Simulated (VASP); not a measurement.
Input of a VASP 6.6.1 run:

Contents of INCAR:

```
SYSTEM = ZnSe
ALGO = Normal ; EDIFF = 1E-7
EDIFFG = -0.01 ; ENCUT = 600
IBRION = 2 ; ISIF = 2
ISMEAR = 0 ; LASPH = .True.
LCHARG = .False. ; LREAL = .False.
LWAVE = .False. ; NELM = 80
NSW = 40 ; PREC = Accurate
SIGMA = 0.03
```

KPOINTS

```
k-points
0
Gamma
  8 8 8
  0 0 0
```

Contents of POSCAR:

```
ZnSe                                    
1.0
    0.0000000000      2.8067404408      2.8067404408
    2.8067404408      0.0000000000      2.8067404408
    2.8067404408      2.8067404408      0.0000000000
  Zn              Se            
     1     1
Direct
     0.0000000000000000    0.0000000000000000    0.0000000000000000
     0.2500000000000000    0.2500000000000000    0.2500000000000000
```

Potentials or basis: VASP PAW LDA potentials, release 64 (Zn, Se).

Command:

```bash
$ cat potpaw_LDA.64/Zn/POTCAR potpaw_LDA.64/Se/POTCAR > POTCAR
$ mpirun -np 1 vasp_std > vasp.out
```

(1) What does it give for the band gap on the k mesh?

Results:

(1) 1.19 eV, direct.

Caveat: the relaxation stopped at its first step, so nothing moved.
